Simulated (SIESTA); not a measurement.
Crystal: SiC (Moissanite 6H).

```xyz
12
Lattice="3.0950 0.0000 0.0000 -1.5475 2.6803 0.0000 0.0000 0.0000 15.1700" Properties=species:S:1:pos:R:3 pbc="T T T"
Si    1.5475    0.8934    6.9524
Si    0.0000    1.7869   14.5374
Si    1.5475    0.8934   12.0101
Si    0.0000    1.7869    4.4251
Si    0.0000    0.0000    9.4812
Si    0.0000    0.0000    1.8962
C     1.5475    0.8934    5.0562
C     0.0000    1.7869   12.6412
C     1.5475    0.8934   10.1138
C     0.0000    1.7869    2.5288
C     0.0000    0.0000    7.5850
C     0.0000    0.0000    0.0000
```

Base run:

```yaml
Program: SIESTA 5.4.2
Functional: PBEsol
Potentials_or_basis: PseudoDojo 0.4 standard (PBEsol files)
Basis: DZP (energy shift 0.002 Ry)
Grid_cutoff: 500 Ry
Energy_shift: 0.002 Ry
k_mesh: 10 × 10 × 2
Occupations: fermi-dirac, width 0.05 eV
Spin: no spin polarisation
```

Its results: band gap on the k mesh 1.91 eV, indirect (least direct gap 3.02 eV); pressure 0.1 GPa; largest force 0.141 eV/Å.

After a change of settings the same cell gave: band gap on the k mesh 1.82 eV, indirect (least direct gap 2.93 eV); pressure -1.4 GPa; largest force 0.140 eV/Å. Which change was it?
A. basis from DZP (energy shift 0.002 Ry) to DZP (energy shift 0.003 Ry); energy shift from 0.002 Ry to 0.003 Ry
B. functional from PBEsol to SOGGA
C. functional from PBEsol to PBE; potentials or basis from PseudoDojo 0.4 standard (PBEsol files) to PseudoDojo 0.4 standard (PBE files)

B.

Caveats: the basis of atomic orbitals isn't converged, which shifts pressures, moduli and gaps; the potentials were made for another functional, which shifts forces and pressure (some runs).

Not every run made on this cell is shown here.
